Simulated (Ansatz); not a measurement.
## MgS (Niningerite): relaxation of cell and atoms with revPBE+D4

MgS (Niningerite):

```xyz
2
Lattice="0.0000 2.6016 2.6016 2.6016 0.0000 2.6016 2.6016 2.6016 0.0000" Properties=species:S:1:pos:R:3 pbc="T T T"
S     2.6016    2.6016    2.6016
Mg    0.0000    0.0000    0.0000
```

```yaml
Program: Ansatz 0.2.0
Task: relaxation of cell and atoms
Functional: revPBE
Dispersion: D4
Potentials_or_basis: Ansatz PAW
Cutoff: "420 eV (not typed: the program's choice for these potentials)"
k_mesh: 9 × 9 × 9
Occupations: fermi-dirac, width 0.05 eV
Spin: no spin polarisation
```

```json
{
  "Relaxed volume": "17.08 Å³/atom",
  "Relaxed cell": "a = 3.642 Å, b = 3.642 Å, c = 3.642 Å, α = 60.00°, β = 60.00°, γ = 60.00°",
  "Space group after relaxing (to 0.05 Å)": "Fm-3m (No. 225)",
  "Energy gained by relaxing": "3.9 meV/atom",
  "Ionic steps": "4",
  "Pressure after relaxing": "0.0 GPa",
  "Band gap on the k mesh": "3.11 eV, indirect (least direct gap 4.10 eV)"
}
```

Step by step:
```tsv
step	energy change (eV)	largest force (eV/Å)	volume (Å³)
1	0.0000	0.0000	35.22
2	-0.0076	0.0000	34.33
3	-0.0078	0.0000	34.16
4	-0.0078	0.0000	34.16
```

Final structure:
```yaml
crystal:
  lattice:
    - [0.00000, 2.57530, 2.57530]
    - [2.57530, 0.00000, 2.57530]
    - [2.57530, 2.57530, 0.00000]
  atoms:
    - { symbol: S, position: [0.50000, 0.50000, 0.50000] }
    - { symbol: Mg, position: [0.00000, 0.00000, 0.00000] }
```

Levels at points of the mesh, in eV from the valence-band top:
| k point | band 6 | band 7 | band 8 | band 9 | band 10 | band 11 |
| --- | --- | --- | --- | --- | --- | --- |
| (0.00, 0.00, 0.00) | 0.00 | 0.00 | 0.00 | 4.10 | 7.94 | 7.94 |

Wall time 4.5 s on 2 threads of Arm Neoverse V1 (shared host), peak memory 0.28 GiB.

Caveat: odd divisions of the mesh miss points on the zone boundary, where band edges often lie, so the gap on the mesh can be too wide; the plane-wave basis is chosen anew once the cell has moved, so the energies of steps on either side of that aren't comparable; the PAW data sets come from PBE, with cores solved anew for the run's functional, which leaves a small shift of forces and pressure. A k mesh can miss the band edges.
